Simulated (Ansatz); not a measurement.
**hcp against bcc along group 4**

Theory: DFT, BLYP, plane waves (420 eV) with PAW, scalar-relativistic (Ansatz 0.2.0). (PAW data from PBE, frozen cores regenerated.)

Each structure is relaxed within its symmetry, in the lowest magnetic state of the tried starts. Differences under about 8 meV lie within the error of the k-point mesh.

| element | E(hcp) − E(bcc) (meV/atom) | V(hcp) (Å³/atom) | V(bcc) (Å³/atom) | state of hcp | state of bcc |
| --- | --- | --- | --- | --- | --- |
| Ti | -108 | 17.80 | 17.70 | non-magnetic | spin not included |
| Zr | -82 | 24.18 | 23.74 | spin not included | spin not included |
| Hf | -174 | 23.14 | 22.90 | spin not included | spin not included |
